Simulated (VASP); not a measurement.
The system is B.

```
CELL_PARAMETERS angstrom
1.62456 0.00000 0.00000
0.00000 2.86615 0.00000
0.00000 0.00000 3.91440
ATOMIC_POSITIONS crystal
B 0.00000 0.50000 0.60926
B 0.50000 0.00000 0.39074
```

The cell was built by a generator and needn't be a form met in nature.

- Program: VASP 6.6.1
- Task: single point
- Functional: PBE
- Potentials or basis: VASP PAW PBE potentials, release 64 (B)
- Cutoff: 520 eV
- k mesh: 16 × 9 × 7
- Occupations: fermi-dirac, width 0.05 eV
- Spin: no spin polarisation

On this cell: pressure 0.1 GPa; largest force 0.006 eV/Å; band gap on the k mesh none (metal or under the smearing width).

The same run follows on a disturbed copy (atoms moved at random, drawn with an rms of 0.05 Å):

```
CELL_PARAMETERS angstrom
1.62456 0.00000 0.00000
0.00000 2.86615 0.00000
0.00000 0.00000 3.91440
ATOMIC_POSITIONS crystal
B 0.99998 0.51209 0.61590
B 0.51403 0.00547 0.39753
```

Task: What does the disturbed cell give?

Result: The energy (extrapolated to zero smearing) moves by +2.0 meV/atom; pressure 0.2 GPa; largest force 0.278 eV/Å; band gap on the k mesh none (metal or under the smearing width).

Forces on the atoms (eV/Å):
```
B    0.227 -0.159  0.016
B   -0.227  0.159 -0.016
```

Stress tensor (GPa, compression positive):
```
-0.91 -0.15  1.70
-0.15  1.87 -1.20
 1.70 -1.20 -0.31
```

Caveats: this functional lacks dispersion, which binds the layers, so the pressure and a relaxed spacing across them are unreliable (some runs).
